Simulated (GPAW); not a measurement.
CdSe (Cadmoselite):

```
Cd Se
1.0
     4.30000    0.00000    0.00000
    -2.15000    3.72391    0.00000
     0.00000    0.00000    7.02000
Cd Se
2 2
Direct
  0.66667 0.33333 0.50000
  0.33333 0.66667 0.00000
  0.66667 0.33333 0.88500
  0.33333 0.66667 0.38500
```

```yaml
Program: GPAW 26.7.0
Task: relaxation of cell and atoms
Functional: PBEsol
Dispersion: D4
Potentials_or_basis: PAW data sets generated in the run's folder for this functional
Cutoff: 600 eV
Basis: pw
k_mesh: 5 × 5 × 3
Occupations: fermi-dirac, width 0.05 eV
Spin: no spin polarisation
```

At the start: pressure -1.0 GPa; volume 28.10 Å³/atom.

Where does the relaxation end?

Over 9 steps the energy falls by 6.8 meV/atom and the volume is 27.48 Å³/atom (-2.2 %); space group P6_3mc (No. 186, to 0.05 Å).

The path:
| step | energy change (eV) | largest force (eV/Å) | pressure (GPa) | volume (Å³) |
| --- | --- | --- | --- | --- |
| 1 | 0.0000 | 0.2692 | -1.04 | 112.41 |
| 2 | -0.0062 | 0.2372 | -0.97 | 112.19 |
| 3 | -0.0249 | 0.0863 | -0.18 | 110.39 |
| 4 | -0.0262 | 0.0030 | -0.34 | 110.69 |
| 5 | -0.0264 | 0.0069 | -0.29 | 110.59 |
| 6 | -0.0271 | 0.0044 | 0.00 | 110.00 |
| 7 | -0.0271 | 0.0048 | 0.04 | 109.94 |
| 8 | -0.0271 | 0.0105 | 0.04 | 109.93 |
| 9 | -0.0272 | 0.0151 | 0.04 | 109.93 |

Final structure:
```
CELL_PARAMETERS angstrom
4.27520 0.00000 0.00000
-2.13760 3.70243 0.00000
0.00000 0.00000 6.94520
ATOMIC_POSITIONS crystal
Cd 0.66667 0.33333 0.50400
Cd 0.33333 0.66667 0.00400
Se 0.66667 0.33333 0.88100
Se 0.33333 0.66667 0.38100
```

Caveat: later steps reuse the first step's grids.
